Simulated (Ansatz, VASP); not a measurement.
## Two plane-wave programs on Al3Pt

```xyz
4
Lattice="3.9000 0.0000 0.0000 -1.9500 3.3775 0.0000 0.0000 0.0000 5.0981" Properties=species:S:1:pos:R:3 pbc="T T T"
Al    0.0000    2.2517    0.6312
Al    1.9500    1.1258    4.4669
Al    0.0000    0.0000    0.0000
Pt    0.0000    0.0000    2.5491
```

Alike in both runs: task relaxation of cell and atoms; functional PBE; k mesh 6 × 6 × 4; occupations gaussian, width 0.1 eV; no spin polarisation.

```csv
,VASP,Ansatz
version,VASP 6.6.1,Ansatz 0.2.0
potentials or method,"VASP PAW PBE potentials, release 64 (Al, Pt)","scalar-relativistic, plane waves, PAW"
plane-wave cutoff (eV),600,420
valence electrons in the cell,19,27
```

```tsv
	VASP	Ansatz	Ansatz less VASP
gap on the k mesh at the Fermi level, each at its own relaxed structure (eV)	none	none	-
relaxed volume (Å³/atom)	18.54	18.55	+0.017
relaxed cell length with the largest relative difference (Å)	5.000	5.009	+0.0085
energy change over the relaxation (meV/atom)	-1019	-1017	+2.0
```

A gap of «none» marks a metal or a gap that the smearing closes. The two sets of potentials don't hold the same shells in valence.

The runs have no spin-orbit coupling, so splittings on Pt are missing.
